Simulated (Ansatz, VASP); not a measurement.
One calculation of CdS, two programs

Contents of INCAR:

```
SYSTEM = CdS
ALGO = Normal ; EDIFF = 1E-7
ENCUT = 520 ; GGA = PE
ISIF = 2 ; ISMEAR = 0
LASPH = .True. ; LCHARG = .False.
LREAL = .False. ; LWAVE = .False.
NBANDS = 16 ; NELM = 60
PREC = Accurate ; SIGMA = 0.03
```

File KPOINTS:

```
k-points
0
Gamma
  12 12 12
  0 0 0
```

Contents of POSCAR:

```
CdS
1.0
    0.0000000000      2.4529850328      3.4685208364
    2.4529850328      0.0000000000      3.4685208364
    2.4529850328      2.4529850328      0.0000000000
Cd S
1 1
Direct
    0.0000000000      0.0000000000      0.0000000000
    0.5000000000      0.5000000000      0.5000000000
```

Input for Ansatz:

```yaml
crystal:
  lattice:
    - [0.0, 2.4529850328, 3.4685208364]
    - [2.4529850328, 0.0, 3.4685208364]
    - [2.4529850328, 2.4529850328, 0.0]
  atoms:
    - { symbol: Cd, position: [0.0, 0.0, 0.0] }
    - { symbol: S, position: [0.5, 0.5, 0.5] }
basis:
  ecutwfc: 420
kpoints:
  mp_grid: { grid: [12, 12, 12] }
hamiltonian:
  xc: pbe
scf:
  occupations: { method: gaussian, width: 0.03 }
output:
  forces: true
  stress: true
  eigenvalues: true
```

Alike in both runs: task single point; functional PBE; k mesh 12 × 12 × 12; occupations gaussian, width 0.03 eV; no spin polarisation.

|  | VASP | Ansatz |
| --- | --- | --- |
| version | VASP 6.6.1 | Ansatz 0.2.0 |
| potentials or method | VASP PAW PBE potentials, release 64 (Cd, S) | scalar-relativistic, plane waves, PAW |
| plane-wave cutoff (eV) | 520 | 420 |
| valence electrons in the cell | 18 | 26 |

VASP gave:

```
gap on the k mesh at the Fermi level (eV)       : none
pressure (GPa)                                  : 15.8
largest component of the traceless stress (GPa) : 18.15
```

Question: What did Ansatz give for the same quantities?

Answer: gap on the k mesh at the Fermi level (eV): none; pressure (GPa): 15.0; largest component of the traceless stress (GPa): 17.40.

A gap of «none» marks a metal or a gap that the smearing closes. The two sets of potentials don't hold the same shells in valence.

Caveats: so large a pressure means that the cell lies far from this level's equilibrium, or that cutoff or potentials fall short (VASP).
